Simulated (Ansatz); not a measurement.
**AgBr: how the settings move a single-point run**

Aim: see which settings change the result for AgBr, by how much, and at what cost.

Computed with Ansatz 0.2.0 (reference: DFT, PBE, plane-wave PAW, default files, scalar-relativistic, unless a step's input says otherwise).

## 1. The starting structure

The structure is cubic, space group Fm-3m (No. 225). The conventional cell has a = 5.784 Å, b = 5.784 Å, c = 5.784 Å, α = 90.00°, β = 90.00°, γ = 90.00°. Ag (site symmetry m-3m) is surrounded by 6 Br at 2.89 Å. Br (site symmetry m-3m) has 6 Ag at 2.89 Å as nearest neighbours.

Coordinates:

```
Ag Br
1.0
     0.00000    2.89217    2.89217
     2.89217    0.00000    2.89217
     2.89217    2.89217    0.00000
Ag Br
1 1
Cartesian
  0.0000 0.0000 0.0000
  2.8922 2.8922 2.8922
```

## 2. Baseline

input.yaml reads:

```yaml
crystal:
  lattice:
    - [0.0, 2.8921694793, 2.8921694793]
    - [2.8921694793, 0.0, 2.8921694793]
    - [2.8921694793, 2.8921694793, 0.0]
  atoms:
    - { symbol: Ag, position: [0.0, 0.0, 0.0] }
    - { symbol: Br, position: [0.5, 0.5, 0.5] }
kpoints:
  mp_grid: { grid: [8, 8, 8] }
scf:
  occupations: { method: fermi_dirac, width: 0.02 }
hamiltonian:
  xc: pbe
  pseudopotentials: { kind: paw }
output:
  forces: true
  stress: true
  populations: true
  efg: { quadrupole_moments_barn: { Br: 0.2579 }, contact_densities: true }
  write_density: true
  write_potential: true
  elf: true
  volumetric_format: npy
```

The run is started by

```
ansatz run input.yaml --threads 1 --pin off --max-ram 2560MiB --backend cpu --events-out ev --progress --plain --runs-dir out
```

## 3. Variant: ecutwfc 700 eV

Edit input.yaml of step 2 so:

```diff
@@ -20,5 +20,3 @@
   efg: { quadrupole_moments_barn: { Br: 0.2579 }, contact_densities: true }
-  write_density: true
-  write_potential: true
-  elf: true
-  volumetric_format: npy
+basis:
+  ecutwfc: "700 eV"
```

## 4. Changed: hubbard.sites [{species: Ag, l: d, u_eff: 3.0}], hubbard.double_counting amf

Edit input.yaml of step 2 so:

```diff
@@ -15,2 +15,3 @@
   pseudopotentials: { kind: paw }
+  hubbard: { sites: [{ species: Ag, l: d, u_eff: 3.0 }], double_counting: amf }
 output:
@@ -20,5 +21 @@
   efg: { quadrupole_moments_barn: { Br: 0.2579 }, contact_densities: true }
-  write_density: true
-  write_potential: true
-  elf: true
-  volumetric_format: npy
```

Q: Predict the outcome of this session. Wanted: for each run, ending; energy change; pressure; gap; force.

The runs gave:

| run | ending | energy change | pressure (GPa) | gap (eV) | force (eV/Å) | cycles | time |
| --- | --- | --- | --- | --- | --- | --- | --- |
| reference | converged | 0 | 1.2 | 0.68 | 0.00 | 6 | 1.9 s |
| 1: ecutwfc 700 eV | converged | -1.7 meV/atom | 1.2 | 0.68 | 0.00 | 6 | 2.4 s |
| 2: hubbard.sites [{species: Ag, l: d, u_eff: 3.0}], hubbard.double_counting amf | converged | -0.1 meV/atom (U changed: no physical gain or loss) | 1.2 | 0.67 | 0.00 | 8 | 2.6 s |

Times don't compare one to one where runs were asked for different outputs or read a saved state (see the inputs); cycles may leave out searches for a lower state.

Residual by cycle in the longest SCF loop of each run; runs are numbered as in the table. The quantity is the density residual dr2, in eV.

| cycle | reference | run 1 | run 2 |
| --- | --- | --- | --- |
| 1 | 3.7e-5 | 5.3e-5 | 1.14 |
| 2 | 1.5e-5 | 7.9e-6 | 0.291 |
| 3 | 4.9e-6 | 8.8e-6 | 0.00389 |
| 4 | 2.1e-7 | 2.5e-7 | 7.8e-4 |
| 5 | 3.0e-8 | 4.7e-8 | 4.3e-5 |
| 6 | 2.0e-9 | 1.3e-9 | 7.4e-6 |
| 7 | - | - | 3.3e-7 |
| 8 | - | - | 5.9e-9 |

«ecutwfc 700 eV» moves the energy by -1.7 meV/atom. A changed U is a change of model: its shifts are not errors of convergence.
